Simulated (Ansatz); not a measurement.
## CuO (Cccm): electronic heat capacity and spin susceptibility from the density of states

The calculation used Ansatz 0.2.0, DFT PBE+U, scalar-relativistic, plane waves, PAW.

Plane waves to 420 eV, a k mesh through Γ of 14×14×8 on the computed 4-atom cell and Gaussian smearing (0.10 eV); U_eff Cu 4.00 eV on the d shells (Löwdin-orthogonalised atomic orbitals); no spin polarisation.

Relaxed cell: Cccm, a = 4.183 Å, b = 4.199 Å, c = 5.173 Å, α = 90.00°, β = 90.00°, γ = 90.00°, 4 atoms in the primitive cell. This form isn't the usual stable structure of the compound.

The density of states at the Fermi level is 2.044 states/eV in the cell of 4 atoms (2 formula units; both spins, tetrahedra on a 21×21×12 mesh).

Problem. What Sommerfeld coefficient and Pauli susceptibility does this give?

Solution. Per formula unit N(E_F) = 1.022 states/eV. γ = (π²/3) k_B² N(E_F) N_A = 2.357 mJ/(mol K²) per state/eV, so γ = 2.4 mJ/(mol K²), a mole of formula units. χ_P = μ_B² N(E_F) N_A = 3.23×10⁻⁵ emu/mol per state/eV gives 3.3×10⁻⁵ emu/mol. This is the bare band result: a measured γ of the same phase is as a rule larger by a factor 1 + λ from phonons and spin fluctuations, the spin part of χ is larger by the Stoner factor, and a measured χ also holds orbital and core terms. N(E_F) at one energy is sensitive to the mesh where the density of states has sharp peaks.

Spin polarisation was left out, and a magnetic state may lie lower.

A ferromagnetic start lost its moments in a first run, so spin was left out; other magnetic orders weren't tried.

Cost: 1 run of about 2.7 core-minutes, on Arm Neoverse V2 (shared hosts).